VASP 6.6.1, r2SCAN with the recommended PBE PAW potentials, for BaTiO3 (R3m, 5 atoms per cell); 600 eV cutoff, 9 × 9 × 7 k mesh, Gaussian smearing of 0.03 eV, no spin polarisation. Ions and cell shape were relaxed at fixed volume, except in the first full relaxation and one restart, where the volume was free too. c/a is for the hexagonal setting; the energy drop is from first to last step.

```
volume (relaxed cell) (Å³/atom)  c/a (relaxed cell)  shortest distance (relaxed cell) (Å)  energy drop per atom (meV)
                         12.347              1.2259                                 1.924                       8.600
                         12.609              1.2268                                 1.905                       3.800
                         13.135              1.2298                                 1.883                       3.400
                         12.872              1.2284                                 1.893                       1.000
                         13.134              1.2305                                 1.883                       0.000
                         13.134              1.2305                                 1.883                       0.000
                         13.398              1.2328                                 1.875                       0.900
                         13.661              1.2352                                 1.869                       3.800
                         13.923              1.2379                                 1.863                       8.400
```

Take a relaxed crystal of barium titanate, swell or squeeze it evenly by a few per cent, hold it at the new volume and let it settle. It gives up some energy, and the last column shows how much between the first and the last step of each run. Six rows were made in this way, from the relaxed cell scaled by about 2, 4 and 6 % in volume to either side. The question is where the released energy was stored: in the volume, in the shape of the cell, or in the positions of the ions inside it.

The other three rows have a different history. The two at 13.134 Å³/atom restart a cell that was already relaxed, so they have nothing left to release. The row at 13.135 is the first full relaxation, from a structure that the table doesn't list, and its 3.4 meV mostly reflects how far in energy that structure was from the minimum. It has no place in a trend with volume.

Among the six scaled rows the pattern is simple. Doubling the volume change makes the drop about four times larger, and the sign of the change hardly matters: 6 % of compression releases 8.6 meV/atom and 6 % of expansion 8.4. A square law follows if something inside the cell has a preferred position that shifts in proportion to the volume and is held there with constant stiffness. Let x be the fractional volume change, g the shift of the preferred position per unit of x, and K the stiffness that holds the inner coordinate there. Even scaling leaves the coordinate behind by g x, and relaxation releases the energy of that stretched spring:

drop = ½ K (g x)²

With one constant for ½ K g², fitted to the six scaled rows, this becomes

drop ≈ 0.236 p² meV/atom, with p the volume change in per cent.

The fit misses none of the six by more than about 0.13 meV/atom, as the output below the text shows. For a cell scaled by 3 % it gives about 2 meV/atom. But the law only says that something lags behind the volume. It would look the same for a lagging cell shape and for lagging ions, so the culprit has to be found by other evidence.

The tempting answer is the volume itself. A crystal away from its best volume has a raised energy, that energy also grows roughly as a square, and "relaxation" sounds like a return to the minimum. Yet the volume was held fixed in these six runs, so this energy could not be released. It is still there at the end: the final energies lie 21.6 meV/atom above the minimum at 6 % compression and 12.9 at 6 % expansion. That curve is clearly lopsided, whereas the drops are nearly equal on the two sides.

The second candidate is the shape, which was free to change. The column c/a compares the height of the cell along its threefold axis with its width, in the hexagonal setting, where a perfect cube has √(3/2), about 1.225. Compression brings the cell close to that value and expansion draws it out along the axis. The trend is real, but the changes are small: even at 6 % expansion c/a grows by only 0.6 %.

How much energy can such a change hold? If c/a changes by a fraction e at constant volume, the cell stretches by 2e/3 along the axis and shrinks by e/3 across it. With G the shear modulus, elasticity then gives

energy per volume = G [(2e/3)² + 2 (e/3)²] = ⅔ G e²

To hold the whole drop in this form, G would have to exceed 4000 GPa in every scaled row. Oxides have shear moduli of very roughly 100 GPa, a recalled figure, which leaves the shape with a few tenths of a meV/atom at most. The estimate treats the shape apart from the ions and is good to an order of magnitude, but the gap is wider than that.

This leaves the ions, and the shortest distance, which is a titanium–oxygen bond, shows them moving. Before scaling it is 1.883 Å. Expanding the cell evenly by 6 % stretches it to 1.920 Å, yet relaxation then shortens it to 1.863 Å, below where it began. Compression by 6 % does the opposite: the bond is first squeezed to 1.845 Å and then opens to 1.924 Å. In the relaxed cells, the larger the crystal, the shorter its shortest bond.

The paradox disappears once one looks at where titanium sits. In a cubic cell with titanium at the centre of its oxygen cage, every Ti–O bond would be half a cell edge long. The shortest bond falls short of this by 0.05 Å in the most compressed cell and by 0.19 Å in the most expanded one. Titanium is thus only slightly off-centre in the first and much more so in the second, closer to three oxygens than to the other three. This displacement is the polar distortion that makes the crystal ferroelectric.

Why more room should favour it is standard theory, which these runs illustrate but do not take apart. Two effects pull titanium off-centre: its empty d orbitals mix with the filled p orbitals of the nearer oxygens, and the electric dipoles of neighbouring cells support each other. The repulsion between closed electron shells pushes it back. That repulsion fades fastest as the cage grows, so expansion tips the balance towards displacement and compression towards the centre. Even scaling keeps the old relative positions, which are then wrong for the new volume.

The simple spring is only a first picture of this. If the drop is written as the energy of a spring in the shortest distance, the spring constant comes out between 14 and 26 eV/Å² per cell and nearly doubles from the most compressed cell to the most expanded. The bond, in turn, moves less on relaxing after 6 % expansion (0.057 Å) than after 6 % compression (0.079 Å), and in the energy the two differences nearly cancel. A double-well energy is expected to behave in this way. In its simplest form the square of the displacement, not the displacement itself, follows the volume evenly, so a large displacement shifts less and is held more stiffly. The numbers agree with that form in direction only: with a fixed quartic constant it overcorrects, and the constant would have to fall by about 40 % over the same range. One distance is a stand-in for a motion in which all the ions may take part.

The lag of the ions has a consequence that can be measured as stiffness. Take the two cells scaled by 4 %. Their final energies lie on average 7.6 meV/atom above the minimum, and with the minimum at 13.13 Å³/atom the bulk modulus, the resistance to even compression, is

B = 2 × 0.0076 eV / (13.13 Å³ × 0.04²) ≈ 0.72 eV/Å³ ≈ 116 GPa

The pressures computed in the cells scaled by 2 % give 115 GPa, a check that uses no energies. Had the shape and the relative positions stayed frozen, the 3.8 meV/atom of the drop would have remained in the crystal:

B(frozen) / B = (7.6 + 3.8) / 7.6 = 1.5

Letting the inside of the cell adjust therefore removes a third of the frozen stiffness. Both moduli belong to a motionless lattice with this one density functional; thermal motion is absent. The k mesh, the same in every run, lacks the threefold symmetry of the cell, and the effect of this was not tested.

The same reasoning serves for a neighbouring case. The question to ask is whether the crystal has inner positions that symmetry leaves free and that depend on volume. In an ideal cubic perovskite every ion sits where symmetry holds it, so even scaling creates no force on any of them and there is no drop of this kind. In a distorted one there generally is, and for a given stiffness of the inner positions, the more strongly they respond to volume, the more they soften the crystal.

For anyone computing an energy–volume curve of such a material, the rule is to relax the ions afresh at every volume, since scaled copies of one structure would here make the crystal half again too stiff. The central point should also be a restarted one. Restarting the first full relaxation at almost the same cell lowered its energy by 0.6 meV/atom. A jump on restarting is expected when a plane-wave basis chosen for the starting cell is kept while the cell changes: downwards if the cell has grown, upwards if it has shrunk. Here it is half the height of the curve at 2 % expansion, enough to spoil its bottom.

Output of the analysis:

```
Scaled cells (0 in the last three columns means not scaled):
     row  volume change %  final energy above minimum meV/atom  distance after scaling Å  change on relaxing Å  half edge less distance Å  drop/final energy  shear modulus needed GPa  spring needed eV/Å2
  12.347           -5.992                                21.63                     1.845               0.07939                    0.05212             0.3975                     11933                13.65
  12.609           -3.997                                9.513                     1.858               0.04743                      0.085             0.3995                      7987                16.89
  13.135         0.007614                                0.639                     1.883            -4.779e-05                     0.1343                  0                         0                    0
  12.872           -1.995                                2.563                      1.87               0.02261                     0.1107             0.3902                      6399                19.57
  13.134                0                                0.001                     1.883                     0                     0.1342                  0                         0                    0
  13.134                0                               -0.001                     1.883                     0                     0.1342                  0                         0                    0
  13.398             2.01                                1.233                     1.896              -0.02053                     0.1557             0.7299                      4629                21.35
  13.661            4.012                                5.689                     1.908              -0.03886                     0.1749              0.668                      4600                25.17
  13.923            6.007                                12.94                      1.92              -0.05698                     0.1939             0.6494                      4033                25.88
fit of energy_drop_per_atom on 6 rows (scaled): coefficient of pct2 0.2363 +/- 0.0015; rms 0.0783, worst 13.923 0.126, leave-one-out rms 0.125
  rows outside the fit (model, value, miss): 13.135 1.37e-05, 3.4, -3.4; 13.134 0, 0, 0; 13.134 0, 0, 0
Final energy at 6% compression over that at 6% expansion: 1.672
Drop at 6% compression over that at 6% expansion: 1.024
Smallest shear modulus needed if shape stored the drop (GPa): 4033
Shape energy at 6% expansion with a rough recalled modulus of 100 GPa (meV/atom): 0.2083
Spring needed at 6% expansion over that at 6% compression: 1.896
Quartic constant needed at 6% expansion over that at 6% compression: 0.5846
Relaxed bulk modulus from energies at 4% (GPa): 115.6
Relaxed bulk modulus from pressures at 2% (GPa): 115.3
Bulk modulus with frozen positions and shape at 4% (GPa): 173.4
Frozen over relaxed bulk modulus: 1.5
```
